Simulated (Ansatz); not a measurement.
The numbers come from plane-wave PAW DFT (Ansatz): r2SCAN, no spin polarisation, 500 eV, 6×6×6 Γ-centred k points, gaussian occupations (width 0.2181 eV). Nothing was relaxed.

Computed maps in the lattice plane spanned by b (left to right, 6.12 Å, 19 points from zero) and c (bottom to top, 6.12 Å, 19 points from zero), 89° apart, at height 0.507 along a. The fields are smooth PAW ones with compensation charges, not the true ones near nuclei.

Valence density. Digits on a logarithmic scale: 0 up to 0.03 e/Å³, each further digit a factor of 1.6, 9 from 1.3 e/Å³ up:
```
0000246899998642000
0000135789997642000
0000124577876531000
2221113456665422122
5443212456665432344
7654323457776444566
9876433579998655678
9987544699999766799
9997544699999766899
9997544689999766799
9987533568997555789
8875422356665444578
6654211234443323456
4432111234443211234
2211012455554321112
0000124577776431000
0000135789987542000
0000246899998642000
0000246899999752000
```

Question: The cell is CsSnI$_{3}$. Which atoms lie within 0.2 Å of this plane, and where (fractions of b and c)?

Answer: I at (1.00, 0.51), I at (0.51, 1.00), Sn at (0.54, 0.54). The whole cell:
```
CELL_PARAMETERS angstrom
4.27556 2.46849 3.61823
-4.27556 2.46849 3.61823
0.00000 -4.93699 3.61823
ATOMIC_POSITIONS crystal
I 0.50693 0.99874 0.50693
I 0.50693 0.50693 0.99874
I 0.99874 0.50693 0.50693
Cs 0.01000 0.01000 0.01000
Sn 0.53943 0.53943 0.53943
```

Origin: a known structure type with other elements, at an estimated volume, so it need not be a known compound. Caveats: wide smearing.
